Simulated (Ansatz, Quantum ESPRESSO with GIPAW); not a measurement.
# Shieldings and field gradients in Y2CN2O2

Aim: the magnetic shielding tensor of every site in Y2CN2O2 and the field gradients at its nuclei.

Program: Quantum ESPRESSO with GIPAW 8.0dev (patched build). Level of theory: DFT, PBEsol, plane-wave PAW (pslibrary 1.0.0 recipes), scalar-relativistic, GIPAW; a patched development version of the program. Results are calculated unless marked as measured.

### 1. The structure

The structure is hexagonal, space group P6_3/mmc (No. 194). The conventional cell has a = 3.698 Å, b = 3.698 Å, c = 16.338 Å, α = 90.00°, β = 90.00°, γ = 120.00°. Nearest to Y lie 4 O at 2.22 to 2.28 Å and 3 N at 2.56 Å. Nearest to O lie 4 Y at 2.22 to 2.28 Å. Nearest to N lie 1 C at 1.24 Å and 3 Y at 2.56 Å. Nearest to C lie 2 N at 1.24 Å. Farther neighbours and most contacts between anions are not listed.

The cell is a computed entry of the Materials Project; it need not be the form that is stable at ambient conditions.

This structure had its atoms relaxed beforehand (DFT, PBEsol, plane-wave PAW (pslibrary 1.0.0 recipes), Quantum ESPRESSO with GIPAW), starting from the database entry, since shieldings follow bond lengths closely.

### 2. Self-consistent run

GIPAW is a response on top of the ground state, so the wavefunctions come first. Their errors pass straight into the induced current, hence the tight threshold. No empty states are asked for: the response is solved without them. The mesh has a spacing of 0.33 Å⁻¹ at most. The PAW files were made with ld1.x from the pslibrary 1.0.0 recipes, with GIPAW reconstruction switched on.

scf.in

```
&control
  calculation = 'scf'
  prefix = 'x'
  outdir = './tmp/'
  pseudo_dir = './'
/
&system
  ibrav = 0
  nat = 14
  ntyp = 4
  ecutwfc = 55
  ecutrho = 340
  nbnd = 48
/
&electrons
  conv_thr = 1.0d-10
  mixing_beta = 0.7
  electron_maxstep = 100
/
ATOMIC_SPECIES
  Y 88.906 Y.pbesol-spn-kjpaw_psl.1.0.0-gipaw.UPF
  O 15.999 O.pbesol-n-kjpaw_psl.1.0.0-gipaw.UPF
  N 14.007 N.pbesol-n-kjpaw_psl.1.0.0-gipaw.UPF
  C 12.011 C.pbesol-n-kjpaw_psl.1.0.0-gipaw.UPF
CELL_PARAMETERS angstrom
  3.69813688 0.00000000 0.00000000
  -1.84906844 3.20268048 0.00000000
  0.00000000 0.00000000 16.33782619
ATOMIC_POSITIONS crystal
  Y 0.33333333 0.66666667 0.58829491
  Y 0.66666667 0.33333333 0.08829491
  Y 0.33333333 0.66666667 0.91170509
  Y 0.66666667 0.33333333 0.41170509
  O 0.66666667 0.33333333 0.55149086
  O 0.33333333 0.66666667 0.44850914
  O 0.33333333 0.66666667 0.05149086
  O 0.66666667 0.33333333 0.94850914
  N -0.00000000 -0.00000000 0.32565653
  N -0.00000000 0.00000000 0.82565653
  N 0.00000000 0.00000000 0.17434347
  N 0.00000000 0.00000000 0.67434347
  C -0.00000000 -0.00000000 0.75000000
  C 0.00000000 0.00000000 0.25000000
K_POINTS automatic
  6 6 2 0 0 0
```

Command:

```sh
$ mpirun -np 4 pw.x -nk 4 -in scf.in > scf.out
```

The program printed:

```text
[...]
as large as its charge; the limit is 4.5
     Functions over the limit replaced by smooth ones with the moment of the charge, as mend_augmentation asks: 2
     This moves results (see INPUT_PW). Waves and levels in the save fit builds from 8.0dev_s219 on
     using ibrav=0 with symmetry is DISCOURAGED, use correct ibrav instead

     bravais-lattice index     =            0
     lattice parameter (alat)  =       6.9885  a.u.
     unit-cell volume          =    1305.8325 (a.u.)^3
     number of atoms/cell      =           14
     number of atomic types    =            4
     number of electrons       =        96.00
     number of Kohn-Sham states=           48
     kinetic-energy cutoff     =      55.0000  Ry
     charge density cutoff     =     340.0000  Ry
     scf convergence threshold =      1.0E-10
     mixing beta               =       0.7000
     number of iterations used =            8  plain     mixing
     Exchange-correlation= SLA-PW-PSX-PSC
                           (   1   4  10   8   0   0   0)
[...]
Y                11.00    88.90600     Y ( 1.00)
     O                 6.00    15.99900     O ( 1.00)
     N                 5.00    14.00700     N ( 1.00)
     C                 4.00    12.01100     C ( 1.00)

     24 Sym. Ops., with inversion, found (12 have fractional translation)
[...]
number of k points=    14
[...]
Dense  grid:   138523 G-vectors     FFT dimensions: (  45,  45, 192)

     Smooth grid:    72145 G-vectors     FFT dimensions: (  36,  36, 150)

     Check: negative core charge=   -0.000006

     Initial potential from superposition of free atoms

     starting charge      95.9848, renormalised to      96.0000
     Starting wfcs are   92 randomized atomic wfcs

     Self-consistent Calculation

     iteration #  1     ecut=    55.00 Ry     beta= 0.70
     Davidson diagonalization with overlap
     ethr =  1.00E-02,  avg # of iterations =  2.0

     total energy              =   -1426.07143113 Ry
     estimated scf accuracy    <       4.22367802 Ry

     iteration #  2     ecut=    55.00 Ry     beta= 0.70
     Davidson diagonalization with overlap
     ethr =  4.40E-03,  avg # of iterations =  6.5

     total energy              =   -1426.68903695 Ry
     estimated scf accuracy    <       7.88121152 Ry

     iteration #  3     ecut=    55.00 Ry     beta= 0.70
     Davidson diagonalization with overlap
     ethr =  4.40E-03,  avg # of iterations =  5.9

     total energy              =   -1428.07253124 Ry
     estimated scf accuracy    <       0.26477773 Ry

[...]
total energy              =   -1428.21185415 Ry
[...]
iteration # 16     ecut=    55.00 Ry     beta= 0.70
     Davidson diagonalization with overlap
     ethr =  2.08E-12,  avg # of iterations =  5.0

     total energy              =   -1428.21185415 Ry
     estimated scf accuracy    <          2.3E-10 Ry

     iteration # 17     ecut=    55.00 Ry     beta= 0.70
     Davidson diagonalization with overlap
     ethr =  2.43E-13,  avg # of iterations =  4.8

     End of self-consistent calculation
     [one-electron energies left out]

!    total energy              =   -1428.21185415 Ry
     total all-electron energy =    -28257.192973 Ry
     estimated scf accuracy    <          3.1E-11 Ry

     The total energy is the sum of the following terms:
     one-electron contribution =    -184.03994444 Ry
     hartree contribution      =     144.44356494 Ry
     xc contribution           =    -132.99399708 Ry
     ewald contribution        =    -388.24884741 Ry
     one-center paw contrib.   =    -867.37263015 Ry

     convergence has been achieved in  17 iterations
[...]
JOB DONE.
```

Run time: 92 s. Hardware: 4 MPI ranks of Arm Neoverse V2, shared host; peak memory 1.2 GiB.

It converged in 17 cycles to an estimated accuracy of 3e-11 Ry, on 14 irreducible k-points.

### 3. Shieldings

The job finds the current that a weak uniform field induces (applied as a long wave, q_gipaw) and the field that this current makes at each nucleus. On atoms with p or d valence electrons much of the paramagnetic part arises close to the nucleus, where the PAW partial waves rebuild the true states. pawproj makes the reconstruction use the PAW data sets' own projectors.

nmr.in

```
&inputgipaw
  job = 'nmr'
  prefix = 'x'
  tmp_dir = './tmp/'
  restart_mode = 'from_scratch'
  verbosity = 'low'
  q_gipaw = 0.01
  spline_ps = .true.
  conv_threshold = 1.0d-11
  use_nmr_macroscopic_shape = .false.
  pawproj(1) = .true.
  pawproj(2) = .true.
  pawproj(3) = .true.
  pawproj(4) = .true.
/
```

Command:

```sh
$ mpirun -np 4 gipaw.x -in nmr.in > nmr.out
```

The program printed:

```text
[banner, memory and clock lines left out]
[a note of our patched build left out]

     Parallelizing q-star over 1 images

     IMPORTANT: XC functional enforced from input :
     Exchange-correlation= PBESOL
                           (   1   4  10   8   0   0   0)
     Any further DFT definition will be discarded
     Please, verify this is what you really want

     In N.pbesol-n-kjpaw_psl.1.0.0-gipaw.UPF the largest augmentation function (projectors 1 and 4, L = 1) is 9.4 times
     as large as its charge; the limit is 4.5
     Functions over the limit replaced by smooth ones with the moment of the charge, as in the saved run: 2

     Check: negative core charge=   -0.000006
[...]
projs nearly linearly dependent: l=0  n1,n2= 1, 2  s=  0.99281050
[...]
WARNING: some symmetry operations do not permute x, y and z, so the susceptibility and the shape term are
     wrong: all shieldings move alike (in wurtzite BN nosym gave 13 and 6 ppm more at 3 and 6 points an axis).
     Run pw.x with nosym, and raise the mesh until the susceptibility stays

     alpha_pv=     80.0905 eV

     spline_ps is .false., expect some extrapolation errors

     q-space interpolation up to    66.00 Rydberg

     GIPAW job: nmr
     NMR macroscopic correction: no
[...]
Computing the magnetic susceptibility     isolve=0    ethr=  0.1000E-10
     Starting from scratch
     k-point #    1 of    14      pool #  1    cpu time:       1.5
[...]
End of magnetic susceptibility calculation

     f-sum rule (1st term):
          -100.2122          0.0000          0.0000
            -0.0000       -100.2122          0.0000
            -0.0000         -0.0000       -100.2458

     f-sum rule (2nd term):
            -1.3258          0.0000          0.0000
             0.0000         -1.3258         -0.0000
             0.0000          0.0000         -1.2920

     f-sum rule (should be  -101.5328):
          -101.5380          0.0000          0.0000
            -0.0000       -101.5380          0.0000
            -0.0000         -0.0000       -101.5377

[... susceptibilities left out ...]
     Contributions to the NMR chemical shifts: -------------------------------

     Macroscopic shape contribution in ppm:                    0.00
             0.0000          0.0000          0.0000
             0.0000          0.0000          0.0000
             0.0000          0.0000          0.0000

     Core contribution in ppm:

     Atom  1  Y   pos: ( -0.000000  0.577350  2.599001)  core sigma:        3553.05
     Atom  2  Y   pos: (  0.500000  0.288675  0.390074)  core sigma:        3553.05
     Atom  3  Y   pos: ( -0.000000  0.577350  4.027779)  core sigma:        3553.05
     Atom  4  Y   pos: (  0.500000  0.288675  1.818853)  core sigma:        3553.05
     Atom  5  O   pos: (  0.500000  0.288675  2.436406)  core sigma:         270.50
     Atom  6  O   pos: ( -0.000000  0.577350  1.981448)  core sigma:         270.50
     Atom  7  O   pos: ( -0.000000  0.577350  0.227479)  core sigma:         270.50
     Atom  8  O   pos: (  0.500000  0.288675  4.190374)  core sigma:         270.50
     Atom  9  N   pos: (  0.000000  0.000000  1.438703)  core sigma:         235.22
     Atom 10  N   pos: (  0.000000  0.000000  3.647629)  core sigma:         235.22
     Atom 11  N   pos: (  0.000000  0.000000  0.770224)  core sigma:         235.22
     Atom 12  N   pos: (  0.000000  0.000000  2.979151)  core sigma:         235.22
     Atom 13  C   pos: (  0.000000  0.000000  3.313390)  core sigma:         199.99
     Atom 14  C   pos: (  0.000000  0.000000  1.104463)  core sigma:         199.99

     Bare contribution in ppm:

     Atom  1  Y   pos: ( -0.000000  0.577350  2.599001)  bare sigma:          57.78
[...]
Atom  2  Y   pos: (  0.500000  0.288675  0.390074)  bare sigma:          57.78
[...]
Atom  3  Y   pos: ( -0.000000  0.577350  4.027779)  bare sigma:          57.78
[...]
Atom  4  Y   pos: (  0.500000  0.288675  1.818853)  bare sigma:          57.78
[...]
Atom  5  O   pos: (  0.500000  0.288675  2.436406)  bare sigma:         -66.85
[...]
Atom  6  O   pos: ( -0.000000  0.577350  1.981448)  bare sigma:         -66.85
[...]
Atom  7  O   pos: ( -0.000000  0.577350  0.227479)  bare sigma:         -66.85
[...]
Atom  8  O   pos: (  0.500000  0.288675  4.190374)  bare sigma:         -66.85
[...]
Atom  9  N   pos: (  0.000000  0.000000  1.438703)  bare sigma:           9.24
[...]
Atom 10  N   pos: (  0.000000  0.000000  3.647629)  bare sigma:           9.24
[...]
Atom 11  N   pos: (  0.000000  0.000000  0.770224)  bare sigma:           9.24
[...]
Atom 12  N   pos: (  0.000000  0.000000  2.979151)  bare sigma:           9.24
[...]
Atom 13  C   pos: (  0.000000  0.000000  3.313390)  bare sigma:         -63.14
[...]
Atom 14  C   pos: (  0.000000  0.000000  1.104463)  bare sigma:         -63.14
[...]
Diamagnetic contribution in ppm:

[...]
Atom  9  N   pos: (  0.000000  0.000000  1.438703)  para sigma:         -72.15
[...]
Atom 10  N   pos: (  0.000000  0.000000  3.647629)  para sigma:         -72.15
[...]
Atom 11  N   pos: (  0.000000  0.000000  0.770224)  para sigma:         -72.15
[...]
Atom 12  N   pos: (  0.000000  0.000000  2.979151)  para sigma:         -72.15
[...]
Atom 13  C   pos: (  0.000000  0.000000  3.313390)  para sigma:         -86.00
[...]
Atom 14  C   pos: (  0.000000  0.000000  1.104463)  para sigma:         -86.00
[...]
Paramagnetic US occ-occ contribution in ppm:

     Atom  1  Y   pos: ( -0.000000  0.577350  2.599001)  para_oo sigma:          -6.77
[...]
Atom  2  Y   pos: (  0.500000  0.288675  0.390074)  para_oo sigma:          -6.77
[...]
Atom  3  Y   pos: ( -0.000000  0.577350  4.027779)  para_oo sigma:          -6.77
[...]
Atom  4  Y   pos: (  0.500000  0.288675  1.818853)  para_oo sigma:          -6.77
[...]
Atom  5  O   pos: (  0.500000  0.288675  2.436406)  para_oo sigma:           0.61
[...]
Atom  6  O   pos: ( -0.000000  0.577350  1.981448)  para_oo sigma:           0.61
[...]
Atom  7  O   pos: ( -0.000000  0.577350  0.227479)  para_oo sigma:           0.61
[...]
Atom  8  O   pos: (  0.500000  0.288675  4.190374)  para_oo sigma:           0.61
[...]
Atom  9  N   pos: (  0.000000  0.000000  1.438703)  para_oo sigma:          -1.55
[...]
Atom 10  N   pos: (  0.000000  0.000000  3.647629)  para_oo sigma:          -1.55
[...]
Atom 11  N   pos: (  0.000000  0.000000  0.770224)  para_oo sigma:          -1.55
[...]
Atom 12  N   pos: (  0.000000  0.000000  2.979151)  para_oo sigma:          -1.55
[...]
Atom 13  C   pos: (  0.000000  0.000000  3.313390)  para_oo sigma:          -1.21
[...]
Atom 14  C   pos: (  0.000000  0.000000  1.104463)  para_oo sigma:          -1.21
[...]
Paramagnetic US L_R Q_R contribution in ppm:

     Atom  1  Y   pos: ( -0.000000  0.577350  2.599001)  para_lq sigma:         940.83
[...]
Atom  2  Y   pos: (  0.500000  0.288675  0.390074)  para_lq sigma:         940.83
[...]
Atom  3  Y   pos: ( -0.000000  0.577350  4.027779)  para_lq sigma:         940.83
[...]
Atom  4  Y   pos: (  0.500000  0.288675  1.818853)  para_lq sigma:         940.83
[...]
Atom  5  O   pos: (  0.500000  0.288675  2.436406)  para_lq sigma:        -215.02
[...]
Atom  6  O   pos: ( -0.000000  0.577350  1.981448)  para_lq sigma:        -215.02
[...]
Atom  7  O   pos: ( -0.000000  0.577350  0.227479)  para_lq sigma:        -215.02
[...]
Atom  8  O   pos: (  0.500000  0.288675  4.190374)  para_lq sigma:        -215.02
[...]
Atom  9  N   pos: (  0.000000  0.000000  1.438703)  para_lq sigma:         -52.04
[...]
Atom 10  N   pos: (  0.000000  0.000000  3.647629)  para_lq sigma:         -52.04
[...]
Atom 11  N   pos: (  0.000000  0.000000  0.770224)  para_lq sigma:         -52.04
[...]
Atom 12  N   pos: (  0.000000  0.000000  2.979151)  para_lq sigma:         -52.04
[...]
Atom 13  C   pos: (  0.000000  0.000000  3.313390)  para_lq sigma:         -26.18
[...]
Atom 14  C   pos: (  0.000000  0.000000  1.104463)  para_lq sigma:         -26.18
[...]
Total NMR chemical shifts in ppm: ---------------------------------------
     (adopting the Simpson convention for anisotropy and asymmetry)-----------

     Atom  1  Y   pos: ( -0.000000  0.577350  2.599001)  Total sigma:        2387.16
          2471.0258         -0.0000         -0.0000
            -0.0000       2471.0258          0.0000
            -0.0000          0.0000       2219.4248

     Y       1    anisotropy:   -251.60    eta:    0.0000
[...]
Atom  2  Y   pos: (  0.500000  0.288675  0.390074)  Total sigma:        2387.16
[... its tensor is left out ...]
     Atom  3  Y   pos: ( -0.000000  0.577350  4.027779)  Total sigma:        2387.16
[... its tensor is left out ...]
     Atom  4  Y   pos: (  0.500000  0.288675  1.818853)  Total sigma:        2387.16
[... its tensor is left out ...]
     Atom  5  O   pos: (  0.500000  0.288675  2.436406)  Total sigma:        -211.61
          -153.5273          0.0000         -0.0000
             0.0000       -153.5273          0.0000
            -0.0000          0.0000       -327.7723

     O       5    anisotropy:   -174.25    eta:    0.0000
[...]
Atom  6  O   pos: ( -0.000000  0.577350  1.981448)  Total sigma:        -211.61
[... its tensor is left out ...]
     Atom  7  O   pos: ( -0.000000  0.577350  0.227479)  Total sigma:        -211.61
[... its tensor is left out ...]
     Atom  8  O   pos: (  0.500000  0.288675  4.190374)  Total sigma:        -211.61
[... its tensor is left out ...]
     Atom  9  N   pos: (  0.000000  0.000000  1.438703)  Total sigma:         125.33
            69.6929          0.0000         -0.0000
             0.0000         69.6929         -0.0000
            -0.0000          0.0000        236.5988

     N       9    anisotropy:    166.91    eta:    0.0000
[...]
Atom 10  N   pos: (  0.000000  0.000000  3.647629)  Total sigma:         125.33
[... its tensor is left out ...]
     Atom 11  N   pos: (  0.000000  0.000000  0.770224)  Total sigma:         125.33
[... its tensor is left out ...]
     Atom 12  N   pos: (  0.000000  0.000000  2.979151)  Total sigma:         125.33
[... its tensor is left out ...]
     Atom 13  C   pos: (  0.000000  0.000000  3.313390)  Total sigma:          28.09
           -83.7909         -0.0000         -0.0000
            -0.0000        -83.7909          0.0000
             0.0000         -0.0000        251.8479

     C      13    anisotropy:    335.64    eta:    0.0000
[...]
Atom 14  C   pos: (  0.000000  0.000000  1.104463)  Total sigma:          28.09
[... its tensor is left out ...]
```

Run time: 19 min. Hardware: 4 MPI ranks; peak memory 0.71 GiB.

The f-sum rule is met to 0.0052 of 101.5 (0.005 %). Converged shieldings require that this miss be small, but a small miss does not prove them. gipaw.x warns that with these symmetry operations the susceptibility and the shape term are unreliable; the other terms are not touched. This build smooths some augmentation functions of the files as it reads them, which, it says, moves results; by how much was not measured here.

From the symmetric part of each tensor, with principal values σ11 ≤ σ22 ≤ σ33: σ_iso is their mean, the span is σ33 − σ11 and the skew 3(σ_iso − σ22)/span. (gipaw.x prints an anisotropy in another convention.)

```
site  atom no.  atoms in cell  σ_iso (ppm)  span (ppm)   skew
   Y         1              4       2387.2       251.6  -1.00
   O         5              4       -211.6       174.2  -1.00
   N         9              4        125.3       166.9   1.00
   C        13              2         28.1       335.6   1.00
```

The macroscopic shape term is switched off. For a spherical sample the valence susceptibility of this run would add about 7 ppm to every site, a rough estimate, since the susceptibility converges slowly and lacks part of the PAW terms, above all in hexagonal and trigonal cells. Differences within the crystal don't depend on it, but shieldings of different compounds can't be compared to better than a few ppm without it.

An axis of order three or more runs through Y, O, N and C, so two principal values coincide and the skew is ±1. In this run the largest span is that of C (site symmetry -6m2), with principal values -83.8, -83.8 and 251.8 ppm. On N the most shielded direction lies along its short bond to C: a field along the bond can't mix the bonding orbital with those across it, so the paramagnetic term is smallest there.

How the isotropic values are made up (ppm). The core part is that of the free atom's core; bare is the current of the smooth valence states; the last two are what the PAW spheres add to the diamagnetic and the paramagnetic current:

```
site    core   bare  reconstruction, dia  reconstruction, para
   Y  3553.1   57.8                -28.2               -1195.5
   O   270.5  -66.9                 17.6                -432.9
   N   235.2    9.2                  6.6                -125.7
   C   200.0  -63.1                  4.6                -113.4
```

(Continued in part 2 of 2.)

[Banner, clock, file and message-heading lines were taken out of the pw.x and gipaw.x logs.]

[Logs are printed without paths, hosts, clocks, repeated set-up lines and the standing remarks that a program may print on its own settings, such as how far it seeks lower states.]

[Hosts, paths, dates, database ids (printed as entryN), source tags and the programs' standing remarks are cut or masked in the printed files.]

[Where no reference line passes its bar on scatter, no shift is given, so a measured shift of this compound may stand uncompared.]
